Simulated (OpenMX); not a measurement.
Runs of OpenMX 3.8.5 on ZnS. It takes space group F-43m (No. 216, cubic). Conventional cell: a = 5.404 Å, b = 5.404 Å, c = 5.404 Å, α = 90.00°, β = 90.00°, γ = 90.00°. Zn (site symmetry -43m) has 4 S at 2.34 Å as nearest neighbours. S (site symmetry -43m) is surrounded by 4 Zn at 2.34 Å. 

```tsv
task	level	potentials or basis	spin	cell	k mesh	SCF threshold	gap on the mesh (eV)	pressure (GPa)	moment (μB)	largest force (eV/Å)
single point	LDA	OpenMX 2013 LDA set, Zn6.0H-s3p2d2f1, S7.0-s3p2d2f1, grid cutoff 500 Ry	collinear, ferromagnetic start	as given	9 × 9 × 9	1e-08 Ha	1.97	-2.4	0.00	-
band structure	PBE+D3	OpenMX 2013 PBE set, Zn6.0S-s3p2d1, S7.0-s2p2d1f1, grid cutoff 500 Ry	non-collinear, ferromagnetic start, SOC	volume scaled by 0.92	7 × 7 × 7	1e-07 Ha	(a)	-	0.00	-
band structure	LDA	OpenMX 2013 LDA set, Zn6.0S-s3p2d1, S7.0-s2p2d1f1, grid cutoff 500 Ry	collinear, ferromagnetic start	cell strained at random at fixed volume	9 × 9 × 9	1e-08 Ha	1.89	-2.8	0.00	0.16
band structure	PBE	OpenMX 2013 PBE set, Zn8.0S-s3p2d1, S8.0-s2p2d1f1, grid cutoff 500 Ry	off	atoms moved at random, drawn with an rms of 0.05 Å	9 × 9 × 9	1e-08 Ha	2.18	2.3	-	0.41
```

Alike in all rows: smearing fermi-dirac 0.05 eV.

**Question.** Estimate the missing entries.

**Answer.** (a) 2.66.

Caveats: the basis of atomic orbitals isn't converged, which shifts pressures, moduli and gaps; the transition metal has a single d function, too few for pressures, volumes and moments (some runs); total energies with and without spin-orbit coupling shouldn't be compared in this program (some runs).

The runs don't all hold the same shells in valence.
